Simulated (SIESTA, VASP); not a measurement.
This is a calculation of TiC for VASP 6.6.1. The cell is a database's computed one, not the measured one.

The input INCAR:

```
  PREC = Accurate
  ENCUT = 520
  EDIFF = 1E-7
  ISMEAR = -1
  SIGMA = 0.05
  LREAL = False
  LASPH = True
  NELM = 60
  ALGO = Normal
  ISIF = 2
  LWAVE = False
  LCHARG = False
  GGA = PS
  NBANDS = 15
```

KPOINTS

```
regular mesh
0
Gamma
  11 11 11
```

POSCAR

```
TiC
1.0
    0.0000000000      2.1657188437      2.1657188437
    2.1657188437      0.0000000000      2.1657188437
    2.1657188437      2.1657188437      0.0000000000
Ti C
1 1
Direct
    0.0000000000      0.0000000000      0.0000000000
    0.5000000000      0.5000000000      0.5000000000
```

Potentials or basis: VASP PAW PBE potentials, release 64 (Ti_sv, C).

Launch:

```console
$ cat potpaw_PBE.64/Ti_sv/POTCAR potpaw_PBE.64/C/POTCAR > POTCAR
$ mpirun -np 1 vasp_std > vasp.out
```

Set up the same calculation for SIESTA 5.4.2. Potentials or basis there: files PseudoDojo sr-pbesol-0.4.1-standard, DZP (energy shift 0.003 Ry; two zetas on semicore shells).

As run (cutoffs and basis follow the program's own potentials, and thresholds, step limits or extra output files can differ):

TiC.fdf

```
SystemName                      TiC
SystemLabel                     TiC
NumberOfSpecies                 2
NumberOfAtoms                   2
%block ChemicalSpeciesLabel
  1  22 Ti
  2   6 C
%endblock ChemicalSpeciesLabel

LatticeConstant                 1.0 Ang
%block LatticeVectors
     0.0000000000     2.1657188437     2.1657188437
     2.1657188437     0.0000000000     2.1657188437
     2.1657188437     2.1657188437     0.0000000000
%endblock LatticeVectors
AtomicCoordinatesFormat         Fractional
%block AtomicCoordinatesAndAtomicSpecies
     0.0000000000     0.0000000000     0.0000000000  1  Ti
     0.5000000000     0.5000000000     0.5000000000  2  C
%endblock AtomicCoordinatesAndAtomicSpecies

%block kgrid.MonkhorstPack
   11   0   0  0.0
    0  11   0  0.0
    0   0  11  0.0
%endblock kgrid.MonkhorstPack
XC.Functional                   GGA
XC.Authors                      PBEsol
PAO.BasisSize                   DZP
PAO.EnergyShift                 0.003 Ry
Mesh.Cutoff                     800 Ry
OccupationFunction              FD
ElectronicTemperature           0.05 eV
MaxSCFIterations                120
SCF.MustConverge                false
SCF.Mixer.Method                Pulay
SCF.Mixer.Weight                0.25
SCF.Mixer.History               8
SCF.DM.Tolerance                5.0e-05
SCF.H.Tolerance                 1.0e-03 eV
WriteForces                     true
Charge.Mulliken                 end
Charge.Hirshfeld                end
Charge.Voronoi                  end
SaveRho                         true
SaveElectrostaticPotential      true
%block PAO.Basis
  Ti 5
  n=3 0 2
    3.151 0.000
  n=4 0 2
    8.703 0.000
  n=3 1 2
    3.568 0.000
  n=4 1 1
    8.703
  n=3 2 2
    6.267 0.000
%endblock PAO.Basis
```

Potentials or basis: PseudoDojo 0.4 standard (PBEsol files), converted to PSML, two zetas on semicore shells, DZP (energy shift 0.003 Ry; two zetas on semicore shells).

The run is started by

```bash
$ siesta < TiC.fdf > TiC.out 2>&1
```

Both were run:

|  | VASP | SIESTA |
| --- | --- | --- |
| Pressure | -6.5 GPa | -5.4 GPa |

VASP's potentials were made for PBE.

Pressure is positive in compression.
